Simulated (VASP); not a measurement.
Wanted: the native input for a VASP 6.6.1 run.

- Task: band structure
- Functional: r2SCAN
- Potentials or basis: VASP PAW PBE potentials, release 64 (Sn_d, Se)
- Cutoff: 520 eV
- k mesh: 6 × 6 × 6
- Occupations: gaussian, width 0.02 eV
- Spin: spin-orbit coupling, no magnetisation
- Ladder: gaps
- Further INCAR settings: ALGO = Normal; EDIFF = 1e-06

The structure of SnSe lies in POSCAR:

```
SnSe
1.0
    0.0000000000      3.0100000000      3.0100000000
    3.0100000000      0.0000000000      3.0100000000
    3.0100000000      3.0100000000      0.0000000000
Sn Se
1 1
Direct
    0.0000000000      0.0000000000      0.0000000000
    0.5000000000      0.5000000000      0.5000000000
```

Measurements of this composition are mostly on another form, of space group No. 62.

One way to write it, as run:

INCAR

```
PREC     = Accurate       # precision mode
ENCUT    = 520            # plane-wave cutoff, eV
EDIFF    = 1E-6           # SCF threshold, eV
ISMEAR   = 0              # smearing method
SIGMA    = 0.02           # smearing width, eV
LREAL    = F              # projectors in reciprocal space
LASPH    = T              # aspherical terms in the spheres
NELM     = 60             # most SCF steps
ALGO     = Normal         # electronic algorithm
ISIF     = 2              # what is computed and relaxed
LWAVE    = F              # write WAVECAR
LCHARG   = F              # write CHGCAR
MAGMOM   = 0 0 0 0 0 0    # initial moments
LORBIT   = 11             # projections on sites
LSORBIT  = T              # spin-orbit coupling
GGA_COMPAT= F            
METAGGA  = R2SCAN         # meta-GGA
LMIXTAU  = T            
KPAR     = 2
```

KPOINTS

```
regular mesh
0
Gamma
  6 6 6
```

KPOINTS_OPT

```
path GXWKGLUWLK,UX
10
line-mode
reciprocal
 0.0000000000  0.0000000000  0.0000000000  G
 0.5000000000  0.0000000000  0.5000000000  X

 0.5000000000  0.0000000000  0.5000000000  X
 0.5000000000  0.2500000000  0.7500000000  W

 0.5000000000  0.2500000000  0.7500000000  W
 0.3750000000  0.3750000000  0.7500000000  K

 0.3750000000  0.3750000000  0.7500000000  K
 0.0000000000  0.0000000000  0.0000000000  G

 0.0000000000  0.0000000000  0.0000000000  G
 0.5000000000  0.5000000000  0.5000000000  L

 0.5000000000  0.5000000000  0.5000000000  L
 0.6250000000  0.2500000000  0.6250000000  U

 0.6250000000  0.2500000000  0.6250000000  U
 0.5000000000  0.2500000000  0.7500000000  W

 0.5000000000  0.2500000000  0.7500000000  W
 0.5000000000  0.5000000000  0.5000000000  L

 0.5000000000  0.5000000000  0.5000000000  L
 0.3750000000  0.3750000000  0.7500000000  K

 0.6250000000  0.2500000000  0.6250000000  U
 0.5000000000  0.0000000000  0.5000000000  X
```

Potentials or basis: VASP PAW PBE potentials, release 64 (Sn_d, Se).

The run is started by

```console
$ cat potpaw_PBE.64/Sn_d/POTCAR potpaw_PBE.64/Se/POTCAR > POTCAR
$ mpirun -np 2 vasp_ncl > vasp.out
```

Results of the run:

- Pressure: -0.5 GPa
- Valence electrons inside the program's atomic spheres: Sn 12.03; Se 3.84

Caveat: the PAW data sets were made with another functional, which shifts forces and pressure a little.

Run time: 6.3 min on 2 MPI ranks on AMD EPYC 9R45 (Zen 5), on a shared host, peak memory 0.35 GiB a rank.
